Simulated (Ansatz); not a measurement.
## Equation of state of Pd

```cif
data_structure
_symmetry_space_group_name_H-M 'Fm-3m'
_symmetry_Int_Tables_number 225
_cell_length_a 3.8898
_cell_length_b 3.8898
_cell_length_c 3.8898
_cell_angle_alpha 90.000
_cell_angle_beta 90.000
_cell_angle_gamma 90.000
_cell_volume 58.85
loop_
_atom_site_label
_atom_site_type_symbol
_atom_site_symmetry_multiplicity
_atom_site_Wyckoff_symbol
_atom_site_fract_x
_atom_site_fract_y
_atom_site_fract_z
_atom_site_occupancy
Pd1 Pd 4 a 0.00000 0.00000 0.00000 1
```

The runs use the primitive cell with vectors (0.000, 1.945, 1.945), (1.945, 0.000, 1.945), (1.945, 1.945, 0.000) Å, to which the k mesh refers.

The geometry is COD entry 9008478, unchecked; take it as a test cell.

Spin polarisation is left out, and whether a magnetic state lies lower isn't shown here.

These are results of DFT, PBE, all-electron LAPW, scalar-relativistic (Ansatz 0.2.0), not measurements.

For LAPW: a Γ-centred 18×18×18 k mesh, Fermi–Dirac smearing of 0.05 eV, basis error target 0.25 meV/atom, no spin polarisation.

The cell above is scaled evenly, with fractional coordinates and shape held.

```
V/V(cell)  V (Å³/atom)  P, LAPW (GPa)
   0.9400       13.831          22.71
   0.9600       14.125          17.00
   0.9800       14.419          11.96
   0.9900       14.567           9.66
   1.0000       14.714           7.51
   1.0100       14.861           5.48
   1.0200       15.008           3.57
   1.0400       15.302           0.10
   1.0600       15.597          -2.96
```

Q: What do Birch–Murnaghan fits to the pressures give?

A: LAPW: V0 = 15.31 Å³/atom, B0 = 169 GPa, B0′ = 5.5.
